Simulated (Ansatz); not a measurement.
# Hf2S (P6_3/mmc) in Ansatz: band structure with PBEsol

Aim: the band structure of Hf2S with PBEsol.

Everything below comes from runs of Ansatz 0.2.0. Logs are shortened: lines on timing, memory, paths and dates and some standing lists are left out, and cuts for length are marked.

## Step 1: The structure

It takes space group P6_3/mmc (No. 194, hexagonal). Conventional cell: a = 3.374 Å, b = 3.374 Å, c = 11.717 Å, α = 90.00°, β = 90.00°, γ = 120.00°. Around Hf (site symmetry 3m) lie 3 S at 2.62 Å. Around S (site symmetry -6m2) lie 6 Hf at 2.62 Å.

The cell comes from a database or a generator and needn't be the stable form of this composition.

## Step 2: Band structure, PBEsol

input.yaml

```yaml
crystal:
  lattice:
    - [3.3742737662, 0.0, 0.0]
    - [-1.6871368831, 2.9222068008, 0.0]
    - [0.0, 0.0, 11.71740703]
  atoms:
    - { symbol: Hf, position: [0.3333333333, 0.6666666667, 0.10018836] }
    - { symbol: Hf, position: [0.6666666667, 0.3333333333, 0.60018836] }
    - { symbol: Hf, position: [0.3333333333, 0.6666666667, 0.39981164] }
    - { symbol: Hf, position: [0.6666666667, 0.3333333333, 0.89981164] }
    - { symbol: S, position: [0.0, 0.0, 0.25] }
    - { symbol: S, position: [0.0, 0.0, 0.75] }
hamiltonian:
  xc: pbesol
  pseudopotentials: { kind: paw }
kpoints:
  mp_grid: { grid: [9, 9, 3] }
  band_path:
    path:
      - [[0.0, 0.0, 0.0], [0.5, 0.0, 0.0], [0.3333333333, 0.3333333333, 0.0], [0.0, 0.0, 0.0], [0.0, 0.0, 0.5], [0.5, 0.0, 0.5], [0.3333333333, 0.3333333333, 0.5], [0.0, 0.0, 0.5]]
      - [[0.5, 0.0, 0.5], [0.5, 0.0, 0.0]]
      - [[0.3333333333, 0.3333333333, 0.0], [0.3333333333, 0.3333333333, 0.5]]
    npoints: 14
scf:
  occupations: { method: fermi_dirac, width: 0.05 }
  n_extra_bands: 15
output:
  forces: true
  stress: true
  eigenvalues: true
  fatbands: true
```

Potentials or basis: Ansatz PAW.

Run with:

```sh
> ansatz run input.yaml --threads 2 --pin off --max-ram 5632MiB --backend cpu --events-out ev --progress --plain --runs-dir out
```

What it wrote:

```text
Warning: RAYON_NUM_THREADS=2 ignored (pool sized by the plan → 2); use --threads N
scf.n_extra_bands = 15 over 58 filled bands (N_el = 116.0): the run solves 73 bands
Engine: ansatz 0.2.0, x86_64-unknown-linux-gnu
Pseudopotentials: kind: paw
Pseudopotential: Hf, paw, valence charge 26, recommended cutoff 420 eV (normal), Hf.paw.azcp
Pseudopotential: S, paw, valence charge 6, recommended cutoff 420 eV (normal), S.paw.azcp
Functional definition: PBEsol
  exchange = pbesol_x
  correlation = pbesol_c
Crystal: 6 atoms, lattice volume = 115.537 Å³
Basis set: ecut = 420 eV, 2271 PW (Γ), exchange–correlation on 48×48×160 points (8 copies of the dense FFT grid, shifted against one another)
Bands: 73, of which v1, the nominal top of the filled ones, is band 58 counted from 1 (57 counted from 0)
Symmetry: 24 space group operations
Space group: P63/mmc (ITA 194), of the structure as read, at distance tolerance 4.9e-5 Å
k-points: 24 of 243
Non-local potential: Hf, projectors of the file, l = 0: 3, l = 1: 2, l = 2: 2, l = 3: 3
Non-local potential: S, projectors of the file, l = 0: 2, l = 1: 2, l = 2: 2
PAW form: soft (Blöchl's): semilocal exchange-correlation on the pseudo side does not see the compensation charge
PAW frozen core: Hf, regenerated for the run's functional, and the local potential with it (the file was generated under x = pbe(κ = 0.804, μ = 0.2195149727645171), c = pbe(β = 0.06672455060314922))
PAW frozen core: S, regenerated for the run's functional, and the local potential with it (the file was generated under x = pbe(κ = 0.804, μ = 0.2195149727645171), c = pbe(β = 0.06672455060314922))
PAW one-centre angular grid: Hf, 590 points (default); XC on 64 Gauss nodes
PAW one-centre angular grid: S, 110 points (default); XC on 64 Gauss nodes
Initial density: superposition of atomic densities (neutral atoms: chi_scale 0, normalization atom), corrected by the library's trained network
Initial wavefunctions: pseudopotential atomic-orbital guess
Functional: x = pbesol(κ = 0.804, μ = 0.12345679012345678), c = pbesol(β = 0.046)
SCF iter   1: F=—  HF=-64168.524390 eV  |F-HF|=—  |Δ(HF+E_count)|=         —  Δρ=4.99e-3  dr2=5.23e-2  ethr=1.77e-3  ⟨swp⟩=5.6  Hψ=5828  notcnv=0  defer=20
[... 17 lines left out ...]
Fermi energy:    18.374728 eV
--- Per-component energies (eV) ---
  E_band       = 64.736989
  E_kinetic    = 1911.832631
  E_local      = -22284.501118  (includes V_loc(G=0)·N_el)
  E_nonlocal   = -4898.867093
  E_hartree    = 10452.956823
  E_xc         = -1385.186723
  E_vxc        = -1241.598468  (∫ρ·V_xc dr)
  E_paw        = -28395.634476  (= ΣΔE_a)
  E_vpaw       = 5671.965734  (= ΣTr[D̂ρ^β])
  E_aug_tail   = -0.000002  (compensation charges beyond the density's cutoff)
  E_ewald      = -19574.220391
  E_core_change = 5.128265  (= ΣΔE_core)
  E_smearing   = -0.024069  (= −TS)
  E_closure    = 0.000000  (closes the sum)
  Σ components = -64168.516152   (vs F -64168.516152, Δ=0.00e0)
--- Forces (eV/Å), atoms counted from 1 ---
  atom   1  Hf     0.00000000    -0.00000000     0.15215205
  atom   2  Hf    -0.00000000     0.00000000     0.15215205
  atom   3  Hf     0.00000000    -0.00000000    -0.15215205
  atom   4  Hf     0.00000000     0.00000000    -0.15215205
  atom   5  S      0.00000000     0.00000000     0.00000000
  atom   6  S     -0.00000000     0.00000000     0.00000000
  max |Σ_I F_I| component: 3.24e-17 eV/Å
--- Stress (GPa, compression-positive) ---
       -3.122097       0.000000       0.000000
        0.000000      -3.122097      -0.000000
        0.000000      -0.000000      -2.197707
  P = ⅓ Tr σ = -2.8140 GPa (-28.140 kbar)
--- Band table (eV; the first three rows and the last of 24) ---
  k-point 0: bands = ["-43.8613", "-43.8583", "-43.8134", "-43.8104", "-12.9093", "-12.7921", "-12.4489", "-12.3793", "-12.3793", "-12.3700", "-12.3700", "-12.3205", "-12.2765", "-12.2765", "-12.2670", "-12.2670", "2.9336", "3.0563", "6.1628", "6.1643", "6.1643", "6.1744", "6.1761", "6.1761", "6.1764", "6.1764", "6.1818", "6.1818", "6.1873", "6.1890", "6.2002", "6.2057", "6.2085", "6.2097", "6.2097", "6.2104", "6.2104", "6.2126", "6.2161", "6.2161", "6.2232", "6.2232", "6.2474", "6.2474", "6.2513", "6.2514", "10.4326", "11.3796", "13.7475", "14.8873", "14.8873", "15.0826", "15.0826", "15.2720", "16.7792", "18.1896", "18.2896", "18.7443", "18.7443", "18.8394", "18.8394", "19.1048", "19.1048", "20.1927", "20.1927", "20.9030", "21.1162", "21.1162", "21.4368", "21.5149", "21.5149", "22.1916", "22.1916"]
  k-point 1: bands = ["-43.8606", "-43.8591", "-43.8126", "-43.8111", "-12.8852", "-12.8282", "-12.4100", "-12.3771", "-12.3771", "-12.3725", "-12.3725", "-12.3473", "-12.2740", "-12.2740", "-12.2692", "-12.2692", "2.9636", "3.0249", "6.1647", "6.1665", "6.1665", "6.1700", "6.1719", "6.1719", "6.1783", "6.1783", "6.1806", "6.1806", "6.1888", "6.1909", "6.1987", "6.2026", "6.2115", "6.2116", "6.2116", "6.2123", "6.2123", "6.2133", "6.2161", "6.2161", "6.2206", "6.2206", "6.2474", "6.2474", "6.2513", "6.2513", "10.6201", "11.0751", "14.1750", "14.9150", "14.9333", "14.9333", "15.0307", "15.0307", "16.9542", "17.4561", "18.6671", "18.6671", "18.7409", "18.7409", "19.2121", "19.5242", "19.5242", "20.2106", "20.2286", "20.2286", "20.7097", "20.7097", "21.1721", "21.1721", "22.1350", "22.7665", "22.7665"]
  k-point 2: bands = ["-43.8579", "-43.8550", "-43.8126", "-43.8096", "-12.8920", "-12.7792", "-12.5041", "-12.4410", "-12.3933", "-12.3838", "-12.3699", "-12.3173", "-12.3077", "-12.2927", "-12.2823", "-12.2726", "3.0565", "3.1557", "6.1648", "6.1651", "6.1666", "6.1752", "6.1764", "6.1768", "6.1773", "6.1798", "6.1807", "6.1845", "6.1905", "6.1932", "6.2040", "6.2040", "6.2077", "6.2078", "6.2086", "6.2107", "6.2120", "6.2145", "6.2153", "6.2194", "6.2202", "6.2226", "6.2434", "6.2436", "6.2467", "6.2469", "10.6981", "11.5465", "13.6288", "14.3219", "14.7335", "14.7859", "14.9864", "15.5321", "16.4438", "17.5364", "18.4521", "18.5531", "18.7418", "18.9218", "19.0753", "19.1326", "19.5618", "20.1923", "20.5826", "20.6947", "20.9583", "21.1572", "21.1787", "21.3367", "22.2671", "22.4425", "22.8287"]
  k-point 23: bands = ["-43.8175", "-43.8175", "-43.8147", "-43.8147", "-12.7403", "-12.7403", "-12.6983", "-12.6983", "-12.6821", "-12.6712", "-12.4866", "-12.4752", "-12.4115", "-12.4115", "-12.3631", "-12.3631", "4.2156", "4.2216", "6.1755", "6.1755", "6.1773", "6.1856", "6.1869", "6.1869", "6.1877", "6.1927", "6.1929", "6.1929", "6.1960", "6.1960", "6.2001", "6.2024", "6.2027", "6.2027", "6.2070", "6.2070", "6.2140", "6.2140", "6.2189", "6.2189", "6.2360", "6.2360", "6.2364", "6.2364", "6.2522", "6.2730", "11.8457", "11.8457", "12.0376", "12.0376", "12.7234", "12.7794", "16.5526", "16.6638", "17.0771", "17.0771", "17.5114", "17.5114", "18.4668", "18.4668", "20.3482", "20.6580", "21.1581", "21.1581", "21.5665", "21.5665", "21.9843", "22.4374", "22.4374", "22.6082", "23.6830", "23.6830", "24.4721"]
```

It took 21 s on 2 threads of AMD EPYC 7R13 (Zen 3), shared host; peak memory 0.78 GiB.

What came out:

```yaml
Free_energy: -64168.5162 eV
Pressure: -2.8 GPa
Largest_force: 0.152 eV/Å
Band_gap_on_the_k_mesh: none (metal or under the smearing width)
```

Forces in eV/Å, atoms in the order of the input:
```
Hf   0.000  0.000  0.152
Hf   0.000  0.000  0.152
Hf   0.000  0.000 -0.152
Hf   0.000  0.000 -0.152
S    0.000  0.000  0.000
S    0.000  0.000  0.000
```

Levels at the corners of the path, in eV from the Fermi level:
```tsv
point	band 56	band 57	band 58	band 59	band 60	band 61
Γ	-0.19	-0.09	0.37	0.37	0.46	0.46
M	-1.39	-1.28	-0.82	-0.53	0.75	0.99
K	-1.21	-0.97	-0.97	0.06	0.06	1.83
Γ	-0.19	-0.09	0.37	0.37	0.46	0.46
A	-1.21	0.31	0.31	0.31	0.31	1.35
L	-1.82	-1.07	-1.07	0.29	0.29	1.32
H	-1.32	-0.84	-0.84	0.11	0.11	2.12
A	-1.21	0.31	0.31	0.31	0.31	1.35
L	-1.82	-1.07	-1.07	0.29	0.29	1.32
M	-1.39	-1.28	-0.82	-0.53	0.75	0.99
K	-1.21	-0.97	-0.97	0.06	0.06	1.83
H	-1.32	-0.84	-0.84	0.11	0.11	2.12
```

Caveat: spin-orbit coupling is left out, which moves the levels of the heavy elements; the PAW data sets come from PBE, with cores solved anew for the run's functional, which leaves a small shift of forces and pressure.
